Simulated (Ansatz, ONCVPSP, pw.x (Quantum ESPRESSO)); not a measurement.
## Cu (bcc): variants of one ONCV potential in the solid

```json
{
 "Element": "Cu (Z = 29)",
 "Generator": "ONCVPSP 4.0.1.1 (patched build)",
 "Type": "optimised norm-conserving Vanderbilt (ONCV)",
 "Functional": "PBE",
 "Relativity": "scalar-relativistic",
 "Frozen core": "[Ar]",
 "Valence charge": "11",
 "Reference configuration": "3d10 4s0.75 4p0.25",
 "Partial waves": "4s: rc 1.85 bohr, ncon 4, nbas 8, qcut 4.3 1/bohr, 2 projectors, debl 2.6 Ha; 4p: rc 3.35 bohr, ncon 3, nbas 8, qcut 2.9 1/bohr, 2 projectors, debl 1.6 Ha; 3d: rc 1.30 bohr, ncon 4, nbas 9, qcut 12.8 1/bohr, 1 projector",
 "Local potential": "polynomial inside 1.00 bohr (lpopt 5, dvloc0 4 Ha)",
 "Core correction": "Teter function, fcfact 4.5, rcfact 1.55"
}
```

Crystal test: bcc Cu in pw.x 7.5, no spin, 16³ k-points, Fermi–Dirac smearing 0.01 Ry, cutoffs set for each file from its atomic test. The reference is all-electron LAPW (Ansatz 0.2.0) with the same functional, mesh and smearing; V0 and B0 come from Birch–Murnaghan fits to the pressures at five volumes. Errors are pseudo minus all-electron; Δ is the rms difference of the E(V) curves that follow from these fits, minima aligned, over ±6 % about the mean V0. Mesh and smearing are coarse, so the numbers serve the comparison and aren't converged zero-temperature values; the lattice is a test structure that the element need not adopt.

All-electron: a0 = 2.885 Å (V0 = 12.01 Å³/atom), B0 = 138.4 GPa.

Base: The largest radius (3.35 bohr) exceeds half the bond length (2.36 bohr), so the spheres overlap, which is one possible source of error among others. This is a poor potential for the solid. The generator flags a localised state at positive energy (s at 26 eV). Atomic configuration tests: 1 of 4 tests not solved or not reliable.

2 further variants are left out: they gave no file fit for a test, a broken result, the same result as the base, or pressures whose basis-set error rivals the error shown.

A dash in a converged row means that the minimum lies outside the volumes sampled.

| change | cutoffs (Ry) | pw.x | mean pressure error (GPa) |
| --- | --- | --- | --- |
| base | 165/660 | converged | -45.88 |
| p: rc 2.42 | 165/660 | converged | -47.70 |
| p: qcut 1.9 | 165/660 | converged | -47.27 |

Question: Give the row for: s: qcut 5.2.

Answer: pw.x: converged; bound ghost; mean pressure error (GPa): -91.47.
